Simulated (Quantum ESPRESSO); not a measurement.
# TiC (Fm-3m) in Quantum ESPRESSO: notebook, part 2 of 2

Quantum ESPRESSO 7.5.

## 3. Band structure, PBEsol

The input, pw.in:

```
&CONTROL
  calculation = 'scf'
  prefix = 'pwscf'
  outdir = './tmp'
  pseudo_dir = './pseudo'
  tprnfor = .true.
  tstress = .true.
  disk_io = 'low'
/
&SYSTEM
  ibrav = 0
  nat = 2
  ntyp = 2
  ecutwfc = 84
  nbnd = 14
  occupations = 'smearing'
  smearing = 'fd'
  degauss = 0.00367493
/
&ELECTRONS
  conv_thr = 4d-10
  electron_maxstep = 120
  mixing_beta = 0.5
/
ATOMIC_SPECIES
Ti    47.8670 Ti.upf
C     12.0110 C.upf
CELL_PARAMETERS bohr
   0.0000000000    4.0926154775    4.0926154775
   4.0926154775    0.0000000000    4.0926154775
   4.0926154775    4.0926154775    0.0000000000
ATOMIC_POSITIONS bohr
Ti     0.0000000000    0.0000000000    0.0000000000
C      4.0926154775    4.0926154775    4.0926154775
K_POINTS automatic
11 11 11 0 0 0
```

The input, bands.in:

```
&CONTROL
  calculation = 'bands'
  prefix = 'pwscf'
  outdir = './tmp'
  pseudo_dir = './pseudo'
  disk_io = 'low'
  verbosity = 'high'
/
&SYSTEM
  ibrav = 0
  nat = 2
  ntyp = 2
  ecutwfc = 84
  nbnd = 14
  occupations = 'smearing'
  smearing = 'fd'
  degauss = 0.00367493
/
&ELECTRONS
  conv_thr = 1d-08
  electron_maxstep = 120
  mixing_beta = 0.5
  diago_full_acc = .true.
  startingwfc = 'random'
/
ATOMIC_SPECIES
Ti    47.8670 Ti.upf
C     12.0110 C.upf
CELL_PARAMETERS bohr
   0.0000000000    4.0926154775    4.0926154775
   4.0926154775    0.0000000000    4.0926154775
   4.0926154775    4.0926154775    0.0000000000
ATOMIC_POSITIONS bohr
Ti     0.0000000000    0.0000000000    0.0000000000
C      4.0926154775    4.0926154775    4.0926154775
K_POINTS crystal
60
 0.0000000000  0.0000000000  0.0000000000 1
 0.0625000000  0.0000000000  0.0625000000 1
 0.1250000000  0.0000000000  0.1250000000 1
 0.1875000000  0.0000000000  0.1875000000 1
 0.2500000000  0.0000000000  0.2500000000 1
 0.3125000000  0.0000000000  0.3125000000 1
 0.3750000000  0.0000000000  0.3750000000 1
 0.4375000000  0.0000000000  0.4375000000 1
 0.5000000000  0.0000000000  0.5000000000 1
 0.5000000000  0.0625000000  0.5625000000 1
 0.5000000000  0.1250000000  0.6250000000 1
 0.5000000000  0.1875000000  0.6875000000 1
 0.5000000000  0.2500000000  0.7500000000 1
 0.4375000000  0.3125000000  0.7500000000 1
 0.3750000000  0.3750000000  0.7500000000 1
 0.3375000000  0.3375000000  0.6750000000 1
 0.3000000000  0.3000000000  0.6000000000 1
 0.2625000000  0.2625000000  0.5250000000 1
 0.2250000000  0.2250000000  0.4500000000 1
 0.1875000000  0.1875000000  0.3750000000 1
 0.1500000000  0.1500000000  0.3000000000 1
 0.1125000000  0.1125000000  0.2250000000 1
 0.0750000000  0.0750000000  0.1500000000 1
 0.0375000000  0.0375000000  0.0750000000 1
 0.0000000000  0.0000000000  0.0000000000 1
 0.0625000000  0.0625000000  0.0625000000 1
 0.1250000000  0.1250000000  0.1250000000 1
 0.1875000000  0.1875000000  0.1875000000 1
 0.2500000000  0.2500000000  0.2500000000 1
 0.3125000000  0.3125000000  0.3125000000 1
 0.3750000000  0.3750000000  0.3750000000 1
 0.4375000000  0.4375000000  0.4375000000 1
 0.5000000000  0.5000000000  0.5000000000 1
 0.5250000000  0.4500000000  0.5250000000 1
 0.5500000000  0.4000000000  0.5500000000 1
 0.5750000000  0.3500000000  0.5750000000 1
 0.6000000000  0.3000000000  0.6000000000 1
 0.6250000000  0.2500000000  0.6250000000 1
 0.5833333333  0.2500000000  0.6666666667 1
 0.5416666667  0.2500000000  0.7083333333 1
 0.5000000000  0.2500000000  0.7500000000 1
 0.5000000000  0.2857142857  0.7142857143 1
 0.5000000000  0.3214285714  0.6785714286 1
 0.5000000000  0.3571428571  0.6428571429 1
 0.5000000000  0.3928571429  0.6071428571 1
 0.5000000000  0.4285714286  0.5714285714 1
 0.5000000000  0.4642857143  0.5357142857 1
 0.5000000000  0.5000000000  0.5000000000 1
 0.4821428571  0.4821428571  0.5357142857 1
 0.4642857143  0.4642857143  0.5714285714 1
 0.4464285714  0.4464285714  0.6071428571 1
 0.4285714286  0.4285714286  0.6428571429 1
 0.4107142857  0.4107142857  0.6785714286 1
 0.3928571429  0.3928571429  0.7142857143 1
 0.3750000000  0.3750000000  0.7500000000 1
 0.6250000000  0.2500000000  0.6250000000 1
 0.5937500000  0.1875000000  0.5937500000 1
 0.5625000000  0.1250000000  0.5625000000 1
 0.5312500000  0.0625000000  0.5312500000 1
 0.5000000000  0.0000000000  0.5000000000 1
```

Potentials or basis: PseudoDojo 0.4 SR PBEsol stringent.

On the command line:

```console
$ OMP_NUM_THREADS=1 mpirun -n 2 pw.x -nk 2 -in pw.in > pw.out
$ OMP_NUM_THREADS=1 mpirun -n 2 pw.x -nk 2 -in bands.in > bands.out
```

pw.out:

```text
This program is part of the open-source Quantum ESPRESSO suite
     for quantum simulation of materials; please cite
[... 6 lines left out ...]
     using ibrav=0 with symmetry is DISCOURAGED, use correct ibrav instead

     K-points division:     npool     =       2
     Subspace diagonalization in iterative solution of the eigenvalue problem:
     a serial algorithm will be used

     G-vector sticks info
     --------------------
     sticks:   dense  smooth     PW     G-vecs:    dense   smooth      PW
     Sum         769     769    241                14211    14211    2421

     Using Slab Decomposition

     bravais-lattice index     =            0
     lattice parameter (alat)  =       5.7878  a.u.
     unit-cell volume          =     137.0985 (a.u.)^3
     number of atoms/cell      =            2
     number of atomic types    =            2
     number of electrons       =        16.00
     number of Kohn-Sham states=           14
     kinetic-energy cutoff     =      84.0000  Ry
     charge density cutoff     =     336.0000  Ry
     scf convergence threshold =      4.0E-10
     mixing beta               =       0.5000
     number of iterations used =            8  plain     mixing
     Exchange-correlation= PBESOL
[... 50 lines left out ...]
                       cart. coord. in units 2pi/alat
        k(    1) = (   0.0000000   0.0000000   0.0000000), wk =   0.0015026
        k(    2) = (   0.0642824   0.0642824  -0.0642824), wk =   0.0120210
        k(    3) = (   0.1285649   0.1285649  -0.1285649), wk =   0.0120210
        k(    4) = (   0.1928473   0.1928473  -0.1928473), wk =   0.0120210
        k(    5) = (   0.2571297   0.2571297  -0.2571297), wk =   0.0120210
        k(    6) = (   0.3214122   0.3214122  -0.3214122), wk =   0.0120210
[... 48 lines left out ...]
        k(   55) = (  -0.0642824  -0.4499770   0.7071068), wk =   0.0360631
        k(   56) = (   0.0000000  -0.3856946   0.6428243), wk =   0.0360631

     Dense  grid:    14211 G-vectors     FFT dimensions: (  36,  36,  36)

     Initial potential from superposition of free atoms

     starting charge      15.9985, renormalised to      16.0000
     Starting wfcs are   14 randomized atomic wfcs

     Self-consistent Calculation

     iteration #  1     ecut=    84.00 Ry     beta= 0.50
     Davidson diagonalization with overlap
     ethr =  1.00E-02,  avg # of iterations =  3.9

     total energy              =    -130.41729603 Ry
     estimated scf accuracy    <       0.75681455 Ry
[... 64 lines left out ...]
     iteration # 11     ecut=    84.00 Ry     beta= 0.50
     Davidson diagonalization with overlap
     ethr =  3.39E-11,  avg # of iterations =  2.4

     End of self-consistent calculation

          k = 0.0000 0.0000 0.0000 (  1807 PWs)   bands (ev):

   -41.6808 -17.8255 -17.8255 -17.8255   2.2403  15.2988  15.2988  15.2988
    16.3271  16.3271  16.3271  16.3813  16.3813  25.0893
[... 273 lines left out ...]
   -41.5812 -18.1514 -18.1288 -17.9920   5.1697  11.2440  11.3896  12.1399
    17.1427  17.5630  18.2588  19.9317  20.0165  28.2085

     the Fermi energy is    14.6831 ev

!    total energy              =    -130.74745625 Ry
     estimated scf accuracy    <          2.1E-10 Ry
     smearing contrib. (-TS)   =      -0.00017476 Ry
     internal energy E=F+TS    =    -130.74728149 Ry

     The total energy is F=E-TS. E is the sum of the following terms:
     one-electron contribution =     -29.54355542 Ry
     hartree contribution      =      22.74767623 Ry
     xc contribution           =     -21.54839213 Ry
     ewald contribution        =    -102.40301018 Ry

     convergence has been achieved in  11 iterations

     Forces acting on atoms (cartesian axes, Ry/au):

     atom    1 type  1   force =     0.00000000   -0.00000000   -0.00000000
     atom    2 type  2   force =     0.00000000    0.00000000   -0.00000000

     Total force =     0.000000     Total SCF correction =     0.000000

     Computing stress (Cartesian axis) and pressure

          total   stress  (Ry/bohr**3)                   (kbar)     P=      -65.24
  -0.00044348  -0.00000000   0.00000000          -65.24       -0.00        0.00
  -0.00000000  -0.00044348  -0.00000000           -0.00      -65.24       -0.00
   0.00000000  -0.00000000  -0.00044348            0.00       -0.00      -65.24

=------------------------------------------------------------------------------=
   JOB DONE.
=------------------------------------------------------------------------------=
```

It took 23 s on 2 MPI ranks of Arm Neoverse V2, shared host; peak memory 0.18 GiB.

Results:

- Free energy: -1778.9098 eV
- Pressure: -6.5 GPa
- Band gap on the k mesh: none (metal or under the smearing width)

Levels at the corners of the path, in eV from the Fermi level:
| point | band 4 | band 5 | band 6 | band 7 | band 8 | band 9 | band 10 | band 11 | band 12 | band 13 |
| --- | --- | --- | --- | --- | --- | --- | --- | --- | --- | --- |
| Γ | -32.51 | -12.44 | 0.62 | 0.62 | 0.62 | 1.64 | 1.64 | 1.64 | 1.70 | 1.70 |
| X | -32.68 | -10.13 | -3.51 | -1.73 | -0.09 | -0.09 | 2.71 | 3.49 | 3.49 | 5.84 |
| W | -32.69 | -9.53 | -3.23 | -3.23 | -2.77 | 2.75 | 2.75 | 3.49 | 5.15 | 5.20 |
| K | -32.64 | -9.60 | -3.56 | -3.43 | -1.77 | 1.40 | 3.10 | 3.80 | 5.44 | 5.55 |
| Γ | -32.51 | -12.44 | 0.62 | 0.62 | 0.62 | 1.64 | 1.64 | 1.64 | 1.70 | 1.70 |
| L | -32.56 | -8.91 | -5.94 | -2.96 | -2.96 | 2.88 | 2.88 | 4.07 | 8.10 | 8.19 |
| U | -32.64 | -9.60 | -3.56 | -3.43 | -1.77 | 1.40 | 3.10 | 3.80 | 5.44 | 5.55 |
| W | -32.69 | -9.53 | -3.23 | -3.23 | -2.77 | 2.75 | 2.75 | 3.49 | 5.15 | 5.20 |
| L | -32.56 | -8.91 | -5.94 | -2.96 | -2.96 | 2.88 | 2.88 | 4.07 | 8.10 | 8.19 |
| K | -32.64 | -9.60 | -3.56 | -3.43 | -1.77 | 1.40 | 3.10 | 3.80 | 5.44 | 5.55 |
| U | -32.64 | -9.60 | -3.56 | -3.43 | -1.77 | 1.40 | 3.10 | 3.80 | 5.44 | 5.55 |
| X | -32.68 | -10.13 | -3.51 | -1.73 | -0.09 | -0.09 | 2.71 | 3.49 | 3.49 | 5.84 |

## 4. Band structure, PBEsol

pw.in is that of step 3.

bands.in is that of step 3.

Potentials or basis: PseudoDojo 0.4.1 SR PBEsol standard.

On the command line:

```console
$ OMP_NUM_THREADS=1 mpirun -n 2 pw.x -nk 2 -in pw.in > pw.out
$ OMP_NUM_THREADS=1 mpirun -n 2 pw.x -nk 2 -in bands.in > bands.out
```

Run time: 23 s. Hardware: 2 MPI ranks of Arm Neoverse V2, shared host; peak memory 0.18 GiB.

It converged, with:

* Free energy: -1778.9098 eV
* Pressure: -6.5 GPa
* Band gap on the k mesh: none (metal or under the smearing width)

Levels at the corners of the path, in eV from the Fermi level:
```csv
point,band 5,band 6,band 7,band 8,band 9,band 10,band 11,band 12
Γ,-12.44,0.62,0.62,0.62,1.64,1.64,1.64,1.70
X,-10.13,-3.51,-1.73,-0.09,-0.09,2.71,3.49,3.49
W,-9.53,-3.23,-3.23,-2.77,2.75,2.75,3.49,5.15
K,-9.60,-3.56,-3.43,-1.77,1.40,3.10,3.80,5.44
Γ,-12.44,0.62,0.62,0.62,1.64,1.64,1.64,1.70
L,-8.91,-5.94,-2.96,-2.96,2.88,2.88,4.07,8.10
U,-9.60,-3.56,-3.43,-1.77,1.40,3.10,3.80,5.44
W,-9.53,-3.23,-3.23,-2.77,2.75,2.75,3.49,5.15
L,-8.91,-5.94,-2.96,-2.96,2.88,2.88,4.07,8.10
K,-9.60,-3.56,-3.43,-1.77,1.40,3.10,3.80,5.44
U,-9.60,-3.56,-3.43,-1.77,1.40,3.10,3.80,5.44
X,-10.13,-3.51,-1.73,-0.09,-0.09,2.71,3.49,3.49
```

## 5. Overview

```csv
potentials or basis,cutoff (eV),gap on the mesh (eV),pressure (GPa)
GBRV 1.5 PBEsol,612,none,-6.8
PseudoDojo 0.4 SR PBEsol stringent,1143,none,-6.5
PseudoDojo 0.4.1 SR PBEsol standard,1143,none,-6.5
```

Alike in all rows: task band structure; level PBEsol; no spin polarisation; cell as given; k mesh 11 × 11 × 11; smearing fermi-dirac 0.05 eV.

Absolute energies hang on the potentials; compare differences alone.
